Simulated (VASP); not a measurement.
# Cr (P6_3/mmc) in VASP: a series of runs

Aim: see how the results for Cr move with the level of theory and the settings. Levels: LDA, PBE. Tasks: relaxation of cell and atoms.

All numbers are computed with VASP 6.6.1; they aren't measurements. Logs are shortened: lines on timing, memory, paths and dates and some standing lists are left out, and cuts for length are marked.

## Step 1: The crystal as given

It takes space group P6_3/mmc (No. 194, hexagonal). Conventional cell: a = 2.714 Å, b = 2.714 Å, c = 4.410 Å, α = 90.00°, β = 90.00°, γ = 120.00°. Cr (site symmetry -6m2) has 12 Cr at 2.71 Å as nearest neighbours.

This isn't the form of Cr at room conditions, which is bcc.

## Step 2: Relaxation of cell and atoms, LDA, collinear spin, ferromagnetic start

INCAR

```
PREC = Accurate
ENCUT = 600
EDIFF = 1E-6
ISMEAR = -1
SIGMA = 0.05
LREAL = F
LASPH = T
NELM = 150
ALGO = Fast
ISIF = 3
LWAVE = F
LCHARG = F
ISPIN = 2
MAGMOM = 3 3
LORBIT = 11
LMAXMIX = 4
IBRION = 2
NSW = 60
EDIFFG = -0.005
```

KPOINTS

```
regular mesh
0
Gamma
  8 8 5
```

POSCAR

```
Cr
1.0
    2.7140000000      0.0000000000      0.0000000000
   -1.3570000000      2.3503929459      0.0000000000
    0.0000000000      0.0000000000      4.4100000000
Cr
2
Direct
    0.6666666667      0.3333333333      0.7500000000
    0.3333333333      0.6666666667      0.2500000000
```

Potentials or basis: VASP PAW LDA potentials, release 64 (Cr_pv).

Launch:

```
$ cat potpaw_LDA.64/Cr_pv/POTCAR > POTCAR
$ mpirun -np 1 vasp_std > vasp.out
```

OUTCAR:

```text
PREC = Accurate
   ENCUT = 600
   EDIFF = 1E-6
   ISMEAR = -1
   LREAL = F
   LASPH = T
   NELM = 150
   ISIF = 3
   ISPIN = 2
   LORBIT = 11
   IBRION = 2
   NSW = 60
   EDIFFG = -0.005

 ion  position               nearest neighbor table
   1  0.667  0.333  0.750-   2 2.71   2 2.71   2 2.71   2 2.71   2 2.71   2 2.71
   2  0.333  0.667  0.250-   1 2.71   1 2.71   1 2.71   1 2.71   1 2.71   1 2.71

  LATTYP: Found a hexagonal cell.
 ALAT       =     2.7140000000
 C/A-ratio  =     1.6249078850

  Lattice vectors:

 A1 = (   2.7140000000,   0.0000000000,   0.0000000000)
 A2 = (  -1.3570000000,   2.3503929459,   0.0000000000)
 A3 = (   0.0000000000,   0.0000000000,   4.4100000000)

Analysis of symmetry for initial positions (statically):
=====================================================================
 Subroutine PRICEL returns:
 Original cell was already a primitive cell.

 Routine SETGRP: Setting up the symmetry group for a
 hexagonal supercell.

 Subroutine GETGRP returns: Found 24 space group operations
 (whereof 12 operations were pure point group operations)
 out of a pool of 24 trial point group operations.

The static configuration has the point symmetry D_3d.
 The point group associated with its full space group is D_6h.

Analysis of symmetry for dynamics (positions and initial velocities):
=====================================================================
 Subroutine PRICEL returns:
 Original cell was already a primitive cell.

 Routine SETGRP: Setting up the symmetry group for a
 hexagonal supercell.

 Subroutine GETGRP returns: Found 24 space group operations
 (whereof 12 operations were pure point group operations)
 out of a pool of 24 trial point group operations.

The dynamic configuration has the point symmetry D_3d.
 The point group associated with its full space group is D_6h.

Analysis of structural, dynamic, and magnetic symmetry:
=====================================================================
 Subroutine PRICEL returns:
 Original cell was already a primitive cell.

 Routine SETGRP: Setting up the symmetry group for a
 hexagonal supercell.

 Subroutine GETGRP returns: Found 24 space group operations
 (whereof 12 operations were pure point group operations)
 out of a pool of 24 trial point group operations.

The overall configuration has the point symmetry D_3d.
 The point group associated with its full space group is D_6h.

 Subroutine INISYM returns: Found 24 space group operations
 (whereof 12 operations are pure point group operations),
 and found     1 'primitive' translations

----------------------------------------------------------------------------------------

                                     Primitive cell

  volume of cell :      28.1312

  direct lattice vectors                    reciprocal lattice vectors
     2.714000000  0.000000000  0.000000000     0.368459838  0.212730387  0.000000000
    -1.357000000  2.350392946  0.000000000     0.000000000  0.425460773  0.000000000
     0.000000000  0.000000000  4.410000000     0.000000000  0.000000000  0.226757370

  length of vectors
     2.714000000  2.714000000  4.410000000     0.425460773  0.425460773  0.226757370

  position of ions in fractional coordinates (direct lattice)
     0.666666667  0.333333333  0.750000000
     0.333333333  0.666666667  0.250000000

  ion indices of the primitive-cell ions
   primitive index   ion index
                 1           1
                 2           2

----------------------------------------------------------------------------------------

 KPOINTS: regular mesh

Automatic generation of k-mesh.
 Grid dimensions read from file:
 generate k-points for:    8    8    5

 Generating k-lattice:

  Cartesian coordinates                     Fractional coordinates (reciprocal lattice)
     0.046057480  0.026591298  0.000000000     0.125000000  0.000000000  0.000000000
     0.000000000  0.053182597  0.000000000     0.000000000  0.125000000  0.000000000
     0.000000000  0.000000000  0.045351474     0.000000000  0.000000000  0.200000000

  Length of vectors
     0.053182597  0.053182597  0.045351474

  Shift w.r.t. Gamma in fractional coordinates (k-lattice)
     0.000000000  0.000000000  0.000000000

 Subroutine IBZKPT returns following result:
 ===========================================

 Found     30 irreducible k-points:

 Following reciprocal coordinates:
            Coordinates               Weight
  0.000000  0.000000  0.000000      1.000000
  0.125000 -0.000000  0.000000      6.000000
  0.250000 -0.000000  0.000000      6.000000
  0.375000 -0.000000  0.000000      6.000000
  0.500000 -0.000000  0.000000      3.000000
  0.125000  0.125000  0.000000      6.000000
[... 16 lines left out ...]
  0.250000 -0.000000  0.400000     12.000000
  0.375000 -0.000000  0.400000     12.000000
 [... further k-points ...]
   k-points           NKPTS =     30   k-points in BZ     NKDIM =     30   number of bands    NBANDS=     19
   number of dos      NEDOS =    301   number of ions     NIONS =      2
   total plane-waves  NPLWV =  20736
   dimension x,y,z NGX =    24 NGY =   24 NGZ =   36
   dimension x,y,z NGXF=    48 NGYF=   48 NGZF=   72
   ions per type =               2
   NGX,Y,Z   is equivalent  to a cutoff of  14.70, 14.70, 13.57 a.u.
   NGXF,Y,Z  is equivalent  to a cutoff of  29.40, 29.40, 27.14 a.u.
 SYSTEM =  unknown system
   PREC   = accura    normal or accurate (medium, high low for compatibility)
   ISTART =      0    job   : 0-new  1-cont  2-samecut
   ICHARG =      2    charge: 1-file 2-atom 10-const
   ISPIN  =      2    spin polarized calculation?
   LNONCOLLINEAR =      F non collinear calculations
   LSORBIT =      F    spin-orbit coupling
   LASPH  =      T    aspherical Exc in radial PAW
   ENCUT  =  600.0 eV  44.10 Ry    6.64 a.u.   5.42  5.42  8.81*2*pi/ulx,y,z
   NELM   =    150;   NELMIN=  2; NELMDL= -5     # of ELM steps
   EDIFF  = 0.1E-05   stopping-criterion for ELM
   LREAL  =      F    real-space projection
   EDIFFG = -.5E-02   stopping-criterion for IOM
   NSW    =     60    number of steps for IOM
   IBRION =      2    ionic relax: 0-MD 1-quasi-New 2-CG
   NFREE  =      1    steps in history (QN), initial steepest desc. (CG)
   ISIF   =      3    stress and relaxation
   ISYM   =      2    0-nonsym 1-usesym 2-fastsym
   POTIM  = 0.5000    time-step for ionic-motion
   TEBEG  =    0.0;   TEEND  =   0.0 temperature during run
   PSTRESS=    0.0 pullay stress
   NELECT =      24.0000    total number of electrons
   NUPDOWN=      -1.0000    fix difference up-down
   EMIN   =  10.00;   EMAX   =-10.00  energy-range for DOS
   EFERMI =   0.00;   METHOD = LEGACY
   ISMEAR =    -1;   SIGMA  =   0.05  broadening in eV -4-tet -1-fermi 0-gaus
   EFERMI_NEDOS =   21; number of points for ismear=-14 and -15
   IALGO  =     68    algorithm
   IMIX   =      4    mixing-type and parameters
     AMIX     =   0.40;   BMIX     =  1.00
     AMIX_MAG =   1.60;   BMIX_MAG =  1.00
  volume/ion in A,a.u.               =      14.07        94.92
  Fermi-wavevector in a.u.,A,eV,Ry     =   1.552681  2.934142 32.801180  2.410819
  Thomas-Fermi vector in A             =   2.657021
   LORBIT       =     11    0 simple, 1 ext, 2 COOP (PROOUT), +10 PAW based schemes
   GGA     = CA    functional components
   LHFCALC =     F    Hartree Fock is set to
   AEXX    =    0.0000 exact exchange contribution
   IVDW    =     0    specifies the selected vdW correction
   LEPSILON=     F    determine dielectric tensor
   LRPA    =     F    only Hartree local field effects (RPA)
 conjugate gradient relaxation of ions
 spin polarized calculation
 RMM-DIIS sequential band-by-band and
  energy-cutoff  :      600.00
  volume of cell :       28.13
 maximum number of plane-waves:       966
 NGX is ok and might be reduce to    24
   NGX = 11   NGY = 11   NGZ = 17

--------------------------------------- Ionic step        1  -------------------------------------------

 number of electron      24.0000013 magnetization       0.7357941

 Free energy of the ion-electron system (eV)
  ---------------------------------------------------
  ext. energy  EPLUGINS =         0.00000000
  ---------------------------------------------------
  free energy    TOTEN  =       -19.46548585 eV

  energy without entropy =      -19.42228847  energy(sigma->0) =      -19.44388716

 E-fermi :   8.0465     XC(G=0): -12.8658

 val. band max:        8.0444899826   @ k =   0.3750   0.1250   0.4000
 cond. band min:       8.0519517447   @ k =   0.3750  -0.0000   0.0000
 fundamental gap:      0.0074617621
 Fermi energy:         8.0465071985

 spin component 1

 k-point     1 :       0.0000    0.0000    0.0000
  band No.  band energies     occupation
      1     -34.7926      1.00000
      2     -34.4012      1.00000
      3     -34.4012      1.00000
      4     -34.3328      1.00000
      5     -34.3328      1.00000
      6     -34.2898      1.00000
[... 1156 lines left out ...]
  FREE ENERGIE OF THE ION-ELECTRON SYSTEM (eV)
  ---------------------------------------------------
  free  energy   TOTEN  =       -20.2113376475 eV

  energy  without entropy=      -20.1745104678  energy(sigma->0) =      -20.19292406

[... ionic steps 4 to 16 ...]

--------------------------------------- Ionic step       17  -------------------------------------------

 number of electron      23.9999994 magnetization      -0.0000004

------------------------ aborting loop because EDIFF is reached ----------------------------------------

  FORCE on cell =-STRESS in cart. coord.  units (eV):
  Direction    XX          YY          ZZ          XY          YZ          ZX
  --------------------------------------------------------------------------------------
  -------------------------------------------------------------------------------------
  Total       -0.0092422     -0.0092422      0.0177054     -0.0000000     -0.0000000      0.0000000
  in kB       -0.6653101     -0.6653101      1.2745360     -0.0000000     -0.0000000      0.0000000
  external PRESSURE =      -0.0186947 kB  Pullay stress =       0.0000000 kB
[... 57 lines left out ...]
  energy  without entropy=      -20.4142958061  energy(sigma->0) =      -20.42750687

--------------------------------------- Ionic step       19  -------------------------------------------

 number of electron      23.9999994 magnetization      -0.0000002

 Free energy of the ion-electron system (eV)
  ---------------------------------------------------
  ext. energy  EPLUGINS =         0.00000000
  ---------------------------------------------------
  free energy    TOTEN  =       -20.44071773 eV

  energy without entropy =      -20.41429086  energy(sigma->0) =      -20.42750429

 E-fermi :  11.2229     XC(G=0): -14.1954

 val. band max:       11.2124566797   @ k =   0.3750   0.2500   0.0000
 cond. band min:      11.2560687229   @ k =   0.1250  -0.0000   0.4000
 fundamental gap:      0.0436120433
 Fermi energy:        11.2229059327

 spin component 1

 k-point     1 :       0.0000    0.0000    0.0000
  band No.  band energies     occupation
      1     -31.7802      1.00000
      2     -30.9176      1.00000
      3     -30.7197      1.00000
      4     -30.7197      1.00000
      5     -30.6389      1.00000
      6     -30.6389      1.00000
[... 1080 lines left out ...]
  FREE ENERGIE OF THE ION-ELECTRON SYSTEM (eV)
  ---------------------------------------------------
  free  energy   TOTEN  =       -20.4407177294 eV

  energy  without entropy=      -20.4142908600  energy(sigma->0) =      -20.42750429

 reached required accuracy - stopping structural energy minimisation

 total charge

# of ion       s       p       d       tot
------------------------------------------
    1        0.451   6.395   4.333  11.179
    2        0.451   6.395   4.333  11.179
--------------------------------------------------
tot          0.901  12.790   8.666  22.358

 magnetization (x)

# of ion       s       p       d       tot
------------------------------------------
    1       -0.000  -0.000   0.000  -0.000
    2       -0.000  -0.000   0.000  -0.000
--------------------------------------------------
tot         -0.000  -0.000   0.000  -0.000
```

Run time: 3.5 min. Hardware: 1 thread of Intel Xeon Platinum 8488C (Sapphire Rapids), shared host; peak memory 0.18 GiB.

Results:

```
Free energy                                           : -20.4407 eV
Relaxed volume                                        : 11.13 Å³/atom
Relaxed cell                                          : a = 2.431 Å, b = 2.431 Å, c = 4.349 Å, α = 90.00°, β = 90.00°, γ = 120.00°
Space group after relaxing (to 0.05 Å)                : P6_3/mmc (No. 194)
Energy gained by relaxing                             : 487.6 meV/atom
Ionic steps                                           : 19
Pressure after relaxing                               : 0.0 GPa
Band gap on the k mesh                                : none (metal or under the smearing width)
Net moment                                            : 0.00 μB per cell
Valence electrons inside the program's atomic spheres : Cr 11.18
```

The path:
| step | energy change (eV) | largest force (eV/Å) | pressure (GPa) | volume (Å³) |
| --- | --- | --- | --- | --- |
| 1 | 0.0000 | 0.0000 | -38.77 | 28.13 |
| 2 | 1.2405 | 0.0000 | 155.89 | 16.41 |
| 3 | -0.7459 | 0.0000 | -3.87 | 22.57 |
| 4 | -0.9086 | 0.0000 | -1.22 | 22.31 |
| 5 | -0.9096 | 0.0000 | 0.88 | 22.14 |
| 6 | -0.9546 | 0.0000 | 1.38 | 22.09 |
| 7 | -0.8526 | 0.0000 | 8.91 | 21.84 |
| 8 | -0.9720 | 0.0000 | 2.26 | 22.05 |
| 9 | -0.9733 | 0.0000 | 2.75 | 22.03 |
| 10 | -0.9684 | 0.0000 | -4.99 | 22.68 |
| 11 | -0.9752 | 0.0000 | 0.11 | 22.26 |
| 12 | -0.9752 | 0.0000 | -0.10 | 22.26 |
| 13 | -0.9752 | 0.0000 | 0.16 | 22.24 |
| 14 | -0.9752 | 0.0000 | 0.05 | 22.24 |
| 15 | -0.9752 | 0.0000 | 0.14 | 22.24 |
| 16 | -0.9752 | 0.0000 | 0.11 | 22.26 |
| 17 | -0.9752 | 0.0000 | 0.00 | 22.26 |
| 18 | -0.9752 | 0.0000 | 0.08 | 22.25 |
| 19 | -0.9752 | 0.0000 | -0.03 | 22.25 |

Final structure:
```
Cr
1.0
     2.43057    0.00000    0.00000
    -1.21529    2.10494    0.00000
     0.00000    0.00000    4.34928
Cr
2
Direct
  0.66667 0.33333 0.75000
  0.33333 0.66667 0.25000
```

Caveat: the starting moments collapsed, and a magnetic state may lie lower; the volume moved by over 15 % at a fixed basis, so the end points are rough. LDA usually gives volumes a few per cent too small.

## Step 3: Relaxation of cell and atoms, PBE, collinear spin, ferromagnetic start

INCAR, as its differences from that of step 2:

```diff
@@ -16,2 +16,3 @@
 LMAXMIX = 4
+GGA = PE
 IBRION = 2
```

KPOINTS is that of step 2.

POSCAR is that of step 2.

Potentials or basis: VASP PAW PBE potentials, release 64 (Cr_pv).

Launch:

```
$ cat potpaw_PBE.64/Cr_pv/POTCAR > POTCAR
$ mpirun -np 1 vasp_std > vasp.out
```

It took 4.2 min on 1 thread of Intel Xeon Platinum 8488C (Sapphire Rapids), shared host; peak memory 0.19 GiB.

Results (log left out):

```
Free energy                                           : -18.2390 eV
Relaxed volume                                        : 11.87 Å³/atom
Relaxed cell                                          : a = 2.481 Å, b = 2.481 Å, c = 4.453 Å, α = 90.00°, β = 90.00°, γ = 120.00°
Space group after relaxing (to 0.05 Å)                : P6_3/mmc (No. 194)
Energy gained by relaxing                             : 255.9 meV/atom
Ionic steps                                           : 17
Pressure after relaxing                               : 0.0 GPa
Band gap on the k mesh                                : none (metal or under the smearing width)
Net moment                                            : 0.00 μB per cell
Valence electrons inside the program's atomic spheres : Cr 11.04
```

Stress tensor (GPa, compression positive):
```
 0.06  0.00  0.00
 0.00  0.06  0.00
 0.00  0.00 -0.04
```

The path:
```csv
step,energy change (eV),largest force (eV/Å),pressure (GPa),volume (Å³)
1,0.0000,0.0000,-25.13,28.13
2,0.1004,0.0000,54.93,20.07
3,-0.4274,0.0000,-0.86,23.79
4,-0.4279,0.0000,0.18,23.68
5,-0.4783,0.0000,2.07,23.48
6,-0.3645,0.0000,14.14,22.74
7,-0.5004,0.0000,3.85,23.33
8,-0.5025,0.0000,5.65,23.21
9,-0.5036,0.0000,4.92,23.25
10,-0.4895,0.0000,-6.17,24.47
11,-0.5113,0.0000,0.57,23.71
12,-0.5113,0.0000,0.65,23.70
13,-0.5116,0.0000,-0.40,23.79
14,-0.5117,0.0000,0.00,23.75
15,-0.5117,0.0000,-0.14,23.76
16,-0.5117,0.0000,-0.08,23.76
17,-0.5117,0.0000,0.03,23.74
```

Final structure:
```xyz
2
Lattice="2.4809 0.0000 0.0000 -1.2405 2.1485 0.0000 0.0000 0.0000 4.4531" Properties=species:S:1:pos:R:3 pbc="T T T"
Cr    1.2405    0.7162    3.3399
Cr    0.0000    1.4324    1.1133
```

Levels at points of the mesh, in eV from the Fermi level:
Spin up:
```csv
k point,band 8,band 9,band 10,band 11,band 12,band 13,band 14,band 15,band 16,band 17
"(0.00, 0.00, 0.00)",-4.13,-1.30,-0.39,-0.39,-0.35,-0.06,-0.06,1.04,1.04,2.14
"(0.50, 0.00, 0.00)",-3.52,-3.46,-1.01,-0.64,-0.35,-0.18,2.24,2.81,2.93,4.05
```
Spin down:
```csv
k point,band 9,band 10,band 11,band 12,band 13,band 14,band 15,band 16
"(0.00, 0.00, 0.00)",-1.30,-0.39,-0.39,-0.35,-0.06,-0.06,1.04,1.04
"(0.50, 0.00, 0.00)",-3.46,-1.01,-0.64,-0.35,-0.18,2.24,2.81,2.93
```

Caveat: the starting moments collapsed, and a magnetic state may lie lower; the volume moved by over 15 % at a fixed basis, so the end points are rough.

## Step 4: For comparison

An earlier run on the cell as given: functional PBE; potentials or basis VASP PAW PBE potentials, release 64 (Cr_pv); cutoff 520 eV; k mesh 11 × 11 × 6; occupations fermi-dirac, width 0.05 eV; collinear spin, ferromagnetic start; starting moments [3.0, 3.0] μB.

- Pressure: -25.5 GPa
- Band gap on the k mesh: none (metal or under the smearing width)
- Net moment: 1.77 μB per cell
- Site moments: Cr +0.82 μB
- Valence electrons inside the program's atomic spheres: Cr 10.72
